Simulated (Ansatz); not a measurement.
Level of theory: Ansatz, DFT PBE, scalar-relativistic, plane waves, PAW. All cells share a 420 eV cutoff and Γ-centred k meshes spaced at most about 0.3 Å⁻¹ (about 0.25 or finer for metals, 2π included). No spin polarisation.

These are static total energies at zero pressure.

Two forms of Mg₂GeN₃ were relaxed alike.

A. Space group C2/m (No. 12), monoclinic, a = 5.249 Å, b = 9.113 Å, c = 5.323 Å, β = 109.3°. Mg on a site of symmetry 2/m is surrounded by 6 N at 2.13–2.26 Å; Mg on a site of symmetry 2 is surrounded by 6 N at 2.16–2.26 Å; Mg on a second site of symmetry 2/m is surrounded by 6 N at 2.18–2.19 Å; Ge is surrounded by 6 N at 2.06–2.07 Å; N on a site of symmetry 1 has 2 Ge at 2.06 Å and 4 Mg at 2.16–2.26 Å; 1 more site not described.

B. Space group Cmc2_1 (No. 36), orthorhombic, a = 10.222 Å, b = 5.915 Å, c = 4.973 Å. Mg is surrounded by 4 N at 2.08–2.17 Å; around Ge lie 4 N at 1.86–1.90 Å; N on a site of symmetry 1 is surrounded by 1 Ge at 1.86 Å and 3 Mg at 2.08–2.17 Å; around N on a site of symmetry m lie 2 Ge at 1.88–1.90 Å and 2 Mg at 2.11 Å.

Problem. Which is lower in energy, and by how much?

Solution. B is lower, by 103 meV/atom. A has Mg and Ge ordered on rock salt sites, space group C2/m (No. 12), 10.0 Å³/atom and no gap on its mesh; B has Mg and Ge ordered on wurtzite sites, space group Cmc2_1 (No. 36), 12.5 Å³/atom and no gap. Counting N atoms around Ge and Mg (those within 1.25 times the shortest such distance or 1.15 times the sum of covalent radii, 1.27 where that leaves under three), A has Mg 6, Ge 6 and B has Mg 4, Ge 4. The lower one is the more open, so pressure narrows the difference. Both come from invented guesses.

Cells relaxed within their symmetry can be saddle points.
